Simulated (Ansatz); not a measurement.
**From formation energies to a reaction energy: Al4P**

These are results of Ansatz 0.2.0, DFT PBE, scalar-relativistic, plane waves, PAW, not measurements. Settings: cutoff 420 eV, Γ-centred meshes spaced at most about 0.3 Å⁻¹, and about 0.25 Å⁻¹ or finer for metals (2π included), Gaussian smearing. No spin polarisation.

The zero of energy is the elements' standard structures at the same level; no fitted shifts are applied. The references include black phosphorus.

All energies are static (0 K, no zero-point motion). The reference form of P is held partly by dispersion forces, which this level lacks.

A trial structure of Al4P (reached from: GeF4 type (I-43m), changed on relaxing; relaxed: space group Im-3m (No. 229), a = 5.788 Å) has a formation energy of 0.284 eV/atom. At its composition the lowest mixture among the elements and 1 reference phase computed alike (others may be missing) consists of these:

| phase | source | ΔE_f (eV/atom) |
| --- | --- | --- |
| Al (solid) | element | 0.000 |
| AlP (F-43m) | Materials Project | -0.633 |

Problem. Write the balanced decomposition and find its energy per atom, per formula unit and per mole of formula units.

Solution. Balancing Al and P gives Al4P → 3 Al + AlP. The left side holds 5 atoms, and the products take 3/5 (Al) and 2/5 (AlP) of them. The mixture therefore lies at 3/5 × (0.000) + 2/5 × (-0.633) = -0.253 eV/atom. The reaction energy is -0.253 − (0.284) = -0.537 eV/atom. Times 5 atoms that is -2.685 eV per Al4P, and times 96.485 it is -259 kJ per mole of Al4P. Decomposition is downhill, so the trial structure is unstable against this mixture.
